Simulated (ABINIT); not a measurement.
A run of ABINIT 10.8.3 (patched build):

Contents of run.abi:

```
pp_dirpath "./"
pseudos "Zn.GGA_PBE-JTH.xml, O.GGA_PBE-JTH.xml"

acell 3.249308 3.249308 5.205709 Angstrom
rprim
     1.0000000000     0.0000000000     0.0000000000
    -0.5000000000     0.8660254038     0.0000000000
     0.0000000000     0.0000000000     1.0000000000
ntypat 2
znucl 30 8
natom 4
typat 1 1 2 2
xred
     0.6666666667     0.3333333333     0.0000000000
     0.3333333333     0.6666666667     0.5000000000
     0.3333333333     0.6666666667     0.8790100000
     0.6666666667     0.3333333333     0.3790100000

ecut 28.0
pawecutdg 50.0

kptopt 1
ngkpt 9 9 5
nshiftk 1
shiftk 0.0 0.0 0.0

ixc 7

nband 22
occopt 3
tsmear 0.00183747

nstep 100
tolvrs 1.0e-9

iomode 3
prtwf 0
prteig 0
prtebands 0
enunit 1
prtden 1
prtvha 1
prtvclmb 1
prtpot 1
```

Potentials or basis: JTH PAW PBE v2.0.

The run is started by

```sh
$ abinit run.abi > log 2>&1
```

Hardware: 1 thread of Arm Neoverse V2, on a shared host.

Question: How long does it take, and how much memory?

Answer: Wall time 2.9 min on 1 thread of Arm Neoverse V2 (shared host), peak memory 0.14 GiB. Counts: scf iterations 46, mpi ranks 1, k points 36, bands 22, plane waves 2298.
